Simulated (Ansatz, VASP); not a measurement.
**In6O: VASP beside Ansatz**

```xyz
7
Lattice="3.2649 0.0000 0.0000 0.0000 3.2649 0.0000 0.0000 0.0000 16.1827" Properties=species:S:1:pos:R:3 pbc="T T T"
In    1.6325    1.6325   13.3717
In    1.6325    1.6325    2.8110
In    0.0000    0.0000    0.0000
In    0.0000    0.0000    5.5228
In    0.0000    0.0000   10.6599
In    1.6325    1.6325    8.0913
O     1.6325    1.6325    0.0000
```

Alike in both runs: functional PBE; k mesh 5 × 5 × 2; occupations gaussian, width 0.2 eV; no spin polarisation.

Ansatz relaxed the structure, and its values are those at the end. VASP's run is a single point on that final structure, the one shown.

```csv
,VASP,Ansatz
version,VASP 6.6.1,Ansatz 0.2.0
potentials or method,"VASP PAW PBE potentials, release 64 (In_d, O)","scalar-relativistic, plane waves, PAW"
plane-wave cutoff (eV),520,420
valence electrons in the cell,84,84
```

```tsv
	VASP	Ansatz	Ansatz less VASP
gap on the k mesh at the Fermi level (eV)	none	none	-
pressure (GPa)	0.1	0.1	+0.01
rms of the force components (eV/Å)	0.008	0.007	-0.0003
```

A gap of «none» marks a metal or a gap that the smearing closes. With one functional, cell and mesh, what is left measures potentials, basis and numerics.

Caveats: the k mesh is coarse (spacing up to 0.38 Å⁻¹), so the values aren't converged.
